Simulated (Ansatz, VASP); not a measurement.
CdS: VASP beside Ansatz

Contents of INCAR:

```
SYSTEM = CdS
  ALGO = Normal
  EDIFF = 1E-6
  ENCUT = 520
  GGA = PS
  ISIF = 2
  ISMEAR = 0
  LASPH = .True.
  LCHARG = .False.
  LREAL = .False.
  LWAVE = .False.
  NBANDS = 26
  NELM = 100
  PREC = Accurate
  SIGMA = 0.01
```

KPOINTS

```
k-points
0
Gamma
  6 6 4
  0 0 0
```

POSCAR

```
CdS
1.0
    4.1250409691      0.0000000000      0.0000000000
   -2.0625204845      3.5723902709      0.0000000000
    0.0000000000      0.0000000000      6.7081072971
Cd S
2 2
Direct
    0.3333333333      0.6666666667      0.0001621268
    0.6666666667      0.3333333333      0.5001621268
    0.3333333333      0.6666666667      0.3768378732
    0.6666666667      0.3333333333      0.8768378732
```

Input for Ansatz:

```yaml
crystal:
  lattice:
    - [4.1250409691, 0.0, 0.0]
    - [-2.0625204845, 3.5723902709, 0.0]
    - [0.0, 0.0, 6.7081072971]
  atoms:
    - { symbol: Cd, position: [0.3333333333, 0.6666666667, 0.0001621268] }
    - { symbol: Cd, position: [0.6666666667, 0.3333333333, 0.5001621268] }
    - { symbol: S, position: [0.3333333333, 0.6666666667, 0.3768378732] }
    - { symbol: S, position: [0.6666666667, 0.3333333333, 0.8768378732] }
basis:
  ecutwfc: 420
kpoints:
  mp_grid: { grid: [6, 6, 4] }
  band_path:
    path:
      - [0.0, 0.0, 0.0]
      - [0.0, 0.0, 0.0]
      - [0.3, 0.0, 0.0]
      - [0.5, 0.0, 0.3387049757]
      - [0.3333333333, 0.3333333333, 0.0]
      - [0.0, 0.0, 0.5]
      - [0.0078782479, -0.003939124, 0.0]
      - [-0.0078782479, 0.003939124, 0.0]
      - [0.0, 0.0, 0.0128115412]
      - [0.0, 0.0, -0.0128115412]
      - [0.0078782479, -0.003939124, 0.0]
      - [-0.0078782479, 0.003939124, 0.0]
      - [0.0, 0.0, 0.0128115412]
      - [0.0, 0.0, -0.0128115412]
    npoints: 1
hamiltonian:
  xc: pbesol
  pseudopotentials: { kind: paw, azcp: { folder: soft_1 } }
scf:
  occupations: { method: fixed }
  n_extra_bands: 6
output:
  forces: true
  stress: true
  eigenvalues: true
```

Alike in both runs: task single point; functional PBEsol; k mesh 6 × 6 × 4; no spin polarisation.

```csv
,VASP,Ansatz
version,VASP 6.6.1,Ansatz 0.2.0
potentials or method,"VASP PAW PBE potentials, release 64 (Cd, S)","scalar-relativistic, plane waves, PAW"
plane-wave cutoff (eV),520,420
occupations,"gaussian, width 0.01 eV",fixed
valence electrons in the cell,36,52
```

Ansatz gave:

- gap on the k mesh at the Fermi level (eV): 1.09
- least direct gap on the mesh (eV): 1.09
- pressure (GPa): 0.0

Estimate VASP's values.

gap on the k mesh at the Fermi level (eV): 1.10; least direct gap on the mesh (eV): 1.10; pressure (GPa): 0.4.

The two sets of potentials don't hold the same shells in valence. Ansatz warned: «pseudo_functional_mismatch».

Caveats: the PAW data sets were made with another functional, which shifts forces and pressure a little (VASP).
